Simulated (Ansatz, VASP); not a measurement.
**Rb: VASP beside Ansatz**

File INCAR:

```
  PREC = Accurate
  ENCUT = 520
  EDIFF = 1E-7
  ISMEAR = 0
  SIGMA = 0.15
  LREAL = False
  LASPH = True
  NELM = 100
  ALGO = Fast
  ISIF = 2
  LWAVE = False
  LCHARG = False
  GGA = PS
  NBANDS = 10
```

KPOINTS

```
Automatic mesh
0
Gamma
  12 12 12
```

The input POSCAR:

```
Rb
1.0
   -3.0304800000      3.0304800000      3.0304800000
    3.0304800000     -3.0304800000      3.0304800000
    3.0304800000      3.0304800000     -3.0304800000
Rb
1
Direct
    0.0000000000      0.0000000000      0.0000000000
```

Input for Ansatz:

```yaml
crystal:
  lattice:
    - [-3.03048, 3.03048, 3.03048]
    - [3.03048, -3.03048, 3.03048]
    - [3.03048, 3.03048, -3.03048]
  atoms:
    - { symbol: Rb, position: [0.0, 0.0, 0.0] }
basis:
  ecutwfc: 420
kpoints:
  mp_grid: { grid: [12, 12, 12] }
hamiltonian:
  xc: pbesol
scf:
  occupations: { method: gaussian, width: 0.15 }
output:
  forces: true
  stress: true
  eigenvalues: true
```

Change from the starting cell: strain +0.080 along x and y, +0.080 along z, atoms carried along.

Alike in both runs: task single point; functional PBEsol; k mesh 12 × 12 × 12; occupations gaussian, width 0.15 eV; no spin polarisation.

|  | VASP | Ansatz |
| --- | --- | --- |
| version | VASP 6.6.1 | Ansatz 0.2.0 |
| potentials or method | VASP PAW PBE potentials, release 64 (Rb_sv) | scalar-relativistic, plane waves, PAW |
| plane-wave cutoff (eV) | 520 | 420 |
| valence electrons in the cell | 9 | 9 |

```tsv
	VASP	Ansatz	Ansatz less VASP
gap on the k mesh at the Fermi level (eV)	none	none	-
pressure (GPa)	-0.5	-0.5	0.00
```

A gap of «none» marks a metal or a gap that the smearing closes.

Caveats: the PAW data sets were made with another functional, which shifts forces and pressure a little (VASP).
